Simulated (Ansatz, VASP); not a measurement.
**MgO in VASP and in Ansatz**

```xyz
8
Lattice="3.0457 0.0000 0.0000 -1.5229 2.6377 0.0000 0.0000 0.0000 11.7097" Properties=species:S:1:pos:R:3 pbc="T T T"
Mg    0.0000    1.7585   11.3524
Mg    0.0000    0.0000    2.5857
Mg    0.0000    0.0000    8.4406
Mg    1.5229    0.8792    5.4976
O     0.0000    1.7585    9.1340
O     0.0000    0.0000    6.2020
O     0.0000    0.0000    0.3471
O     1.5229    0.8792    3.2792
```

Alike in both runs: task single point; functional PBE; k mesh 9 × 9 × 4; occupations gaussian, width 0.05 eV; no spin polarisation.

```csv
,VASP,Ansatz
version,VASP 6.6.1,Ansatz 0.2.0
potentials or method,"VASP PAW PBE potentials, release 64 (Mg, O)","scalar-relativistic, plane waves, PAW"
plane-wave cutoff (eV),520,520
valence electrons in the cell,32,64
```

```tsv
	VASP	Ansatz	Ansatz less VASP
gap on the k mesh at the Fermi level (eV)	3.21	3.24	+0.025
least direct gap on the mesh (eV)	3.21	3.24	+0.025
pressure (GPa)	10.4	10.7	+0.26
largest component of the traceless stress (GPa)	26.67	26.26	-0.407
rms of the force components (eV/Å)	0.574	0.565	-0.0086
```

Atom by atom the forces differ by 0.009 eV/Å (rms over components). The two sets of potentials don't hold the same shells in valence.

Caveats: an odd mesh through Γ misses points on the zone boundary, where band edges often lie; forces of over 1 eV/Å show positions far from the minimum, so gaps and moduli don't describe the material at rest.
